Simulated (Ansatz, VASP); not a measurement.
WC (Qusongite): VASP beside Ansatz

Contents of INCAR:

```
PREC     = Accurate       # precision mode
ENCUT    = 520            # plane-wave cutoff, eV
EDIFF    = 1E-6           # SCF threshold, eV
ISMEAR   = -1             # smearing method
SIGMA    = 0.05           # smearing width, eV
LREAL    = F              # projectors in reciprocal space
LASPH    = T              # aspherical terms in the spheres
NELM     = 80             # most SCF steps
ALGO     = Normal         # electronic algorithm
ISIF     = 2              # what is computed and relaxed
LWAVE    = F              # write WAVECAR
LCHARG   = F              # write CHGCAR
GGA      = PS             # functional
NBANDS   = 16             # bands
```

The input KPOINTS:

```
Automatic mesh
0
Gamma
  11 11 10
```

POSCAR

```
WC
1.0
    2.9774180398      0.0000000000      0.0000000000
   -1.4887090199      2.5785167549      0.0000000000
    0.0000000000      0.0000000000      2.9058124933
W C
1 1
Direct
    0.0000000000      0.0000000000      0.0000000000
    0.6666666667      0.3333333333      0.5000000000
```

Input for Ansatz:

```yaml
crystal:
  lattice:
    - [2.9774180397986703, 0.0, 0.0]
    - [-1.4887090198993351, 2.578516754851964, 0.0]
    - [0.0, 0.0, 2.905812493271257]
  atoms:
    - { symbol: W, position: [0.0, 0.0, 0.0] }
    - { symbol: C, position: [0.6666666666666666, 0.3333333333333333, 0.5] }
basis:
  ecutwfc: 500.0
kpoints:
  mp_grid:
    grid: [11, 11, 10]
hamiltonian:
  xc: pbesol
  pseudopotentials:
    kind: paw
scf:
  occupations:
    method: fermi_dirac
    width: 0.05
output:
  stress: true
```

Alike in both runs: task single point; functional PBEsol; k mesh 11 × 11 × 10; occupations fermi-dirac, width 0.05 eV; no spin polarisation.

```csv
,VASP,Ansatz
version,VASP 6.6.1,Ansatz 0.2.0
potentials or method,"VASP PAW PBE potentials, release 64 (W_sv, C)","plane waves, PAW"
plane-wave cutoff (eV),520,500
valence electrons in the cell,18,18
```

```tsv
	VASP	Ansatz	Ansatz less VASP
pressure (GPa)	-27.1	-28.0	-0.88
largest component of the traceless stress (GPa)	3.04	3.22	+0.181
```

Ansatz warned: «structure_snapped_to_symmetry».

Caveats: so large a pressure means that the cell lies far from this level's equilibrium, or that cutoff or potentials fall short (VASP); the potentials were made for another functional, which shifts forces and pressure (VASP). Spin-orbit coupling is left out, which matters for the levels of W.
